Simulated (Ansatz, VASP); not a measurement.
# One calculation of WS2, two programs

Contents of INCAR:

```
  ALGO = Normal
  EDIFF = 1E-7
  ENCUT = 520
  GGA = PE
  ISIF = 2
  ISMEAR = -1
  LASPH = True
  LCHARG = False
  LREAL = False
  LWAVE = False
  NBANDS = 20
  NELM = 80
  PREC = Accurate
  SIGMA = 0.05
```

KPOINTS

```
k-points
0
Gamma
  10 10 3
```

Contents of POSCAR:

```
WS2
1.0
    2.5388227055      0.0000000000      0.0000000000
    0.0000000000      2.5388227055      0.0000000000
    0.0000000000      0.0000000000      9.0456646575
W S
1 2
Direct
    0.5000000000      0.5000000000      0.5000000000
    0.5000000000      0.5000000000      0.7656600000
    0.5000000000      0.5000000000      0.2343400000
```

The input input.yaml:

```yaml
crystal:
  lattice:
    - [2.5388227055, 0.0, 0.0]
    - [0.0, 2.5388227055, 0.0]
    - [0.0, 0.0, 9.0456646575]
  atoms:
    - { symbol: W, position: [0.5, 0.5, 0.5] }
    - { symbol: S, position: [0.5, 0.5, 0.76566] }
    - { symbol: S, position: [0.5, 0.5, 0.23434] }
kpoints:
  mp_grid: { grid: [10, 10, 3] }
scf:
  occupations: { method: fermi_dirac, width: 0.05 }
hamiltonian:
  xc: pbe
  pseudopotentials: { kind: all_electron, lapw: { basis_error: 0.001 } }
output:
  forces: true
  stress: true
  eigenvalues: true
```

Change from the starting cell: volume scaled by 0.94.

Alike in both runs: task single point; functional PBE; k mesh 10 × 10 × 3; occupations fermi-dirac, width 0.05 eV; no spin polarisation.

|  | VASP | Ansatz |
| --- | --- | --- |
| version | VASP 6.6.1 | Ansatz 0.2.0 |
| potentials or method | VASP PAW PBE potentials, release 64 (W_sv, S) | all-electron LAPW, scalar-relativistic |
| plane-wave cutoff (eV) | 520 | see its input |

VASP gave:

- gap on the k mesh at the Fermi level (eV): none
- pressure (GPa): 8.9
- largest component of the traceless stress (GPa): 0.10
- rms of the force components (eV/Å): 0.324

Q: Estimate Ansatz's values.

A: gap on the k mesh at the Fermi level (eV): none; pressure (GPa): 8.7; largest component of the traceless stress (GPa): 0.30; rms of the force components (eV/Å): 0.321.

Atom by atom the forces differ by 0.002 eV/Å (rms over components). A gap of «none» marks a metal or a gap that the smearing closes. Ansatz ran all-electron here, so the differences hold the error of VASP's frozen core and of both bases.

Caveats: this functional lacks dispersion, which binds the layers, so the pressure and a relaxed spacing across them are unreliable. The runs have no spin-orbit coupling, so splittings on W are missing.
